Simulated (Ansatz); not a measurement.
**Zn started on a Mg site next to Mg started in the widest void in rocksalt MgO, 65 atoms, charge 0**

All numbers come from Ansatz (PAW, plane waves, no spin–orbit coupling) at the single k point (¼, ¼, ¼) without its symmetry partners. The atoms were relaxed with PBEsol in a fixed cell; other functionals are single points on those atoms unless said otherwise. The valence top and gap of the host come from its small cell on a dense mesh, with the band extrema sought between the mesh points, lined up by the mean potential, PBEsol gap 4.62 eV, HSE06 gap 6.46 eV.

Cell: a = 8.429 Å, b = 8.429 Å, c = 8.429 Å, α = 90.00°, β = 90.00°, γ = 90.00°.

Nearest atoms after relaxation, from the placed atom (for vacancies from the middle of the vacant sites): O at 2.27 Å, O at 2.27 Å, O at 2.32 Å, O at 2.32 Å, O at 2.36 Å, O at 2.39 Å, Mg at 2.76 Å, Mg at 2.76 Å.

Chemical potentials μ are those of reference phases of the elements at zero temperature by the same functional (the usual solids, diamond for C, grey Sn, and the molecules H2, N2, O2, F2, Cl2, Br2 and S8).

```tsv
functional	E(defect) − E(host) − Σ nμ + q·E_VBM (eV)	monopole (eV)	alignment (eV)	formation energy at E_F = VBM (eV)	moment (μB)	wall time, shared host
PBEsol	12.62	0.00	0.00	12.62	0 (no spin)	19 s on NVIDIA H100 (relaxation)
HSE06	13.09	0.00	0.00	13.09	0 (no spin)	20 s on NVIDIA H100
```

HSE06 one-electron levels near the gap (the ten most localised at most), from the host's valence top:

| level (eV) | spin | filling | atoms sharing it | element of the atom with most weight |
| --- | --- | --- | --- | --- |
| 0.25 | both | 2.00 | 12.3 | O |
| 0.34 | both | 2.00 | 9.3 | O |
| 4.74 | both | 2.00 | 9.0 | Zn |

All elements are taken at their own reference at once; growth conditions in equilibrium with the host shift these energies, by up to the host's formation enthalpy.

One k point and a cell of this size can leave errors of several tenths of an eV in such numbers.
